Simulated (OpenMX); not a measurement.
**Ga in OpenMX: the effect of volume scale**

Ga:

```xyz
2
Lattice="4.2639 0.0000 0.0000 -2.1319 3.6926 0.0000 0.0000 0.0000 2.6498" Properties=species:S:1:pos:R:3 pbc="T T T"
Ga    0.0000    2.4618    1.3249
Ga    2.1319    1.2309    1.3249
```

The cell was built by a generator and needn't be a form met in nature.

Alike in all runs:

```yaml
Program: OpenMX 3.8.5
Task: single point
Functional: PBE
Potentials_or_basis: OpenMX 2013 PBE set, Ga7.0-s3p2d2, grid cutoff 500 Ry
k_mesh: 5 × 5 × 7
Occupations: fermi-dirac, width 0.05 eV
Spin: no spin polarisation
```

| volume scale | pressure (GPa) |
| --- | --- |
| 0.88 | 9.8 |
| 0.92 | 6.9 |
| 0.96 | 4.9 |
| 1 | ? |
| 1.04 | 1.4 |
| 1.08 | 0.2 |

Question: What does the run with volume scale 1 give?

Answer: Pressure 3.0 GPa.

Worked out: A parabola through the other rows of the pressure, of slope -42.8 GPa per unit of volume scale there, gives 2.9 GPa, against the run's 3.0.

Caveats: the basis of atomic orbitals isn't converged, which shifts pressures, moduli and gaps.
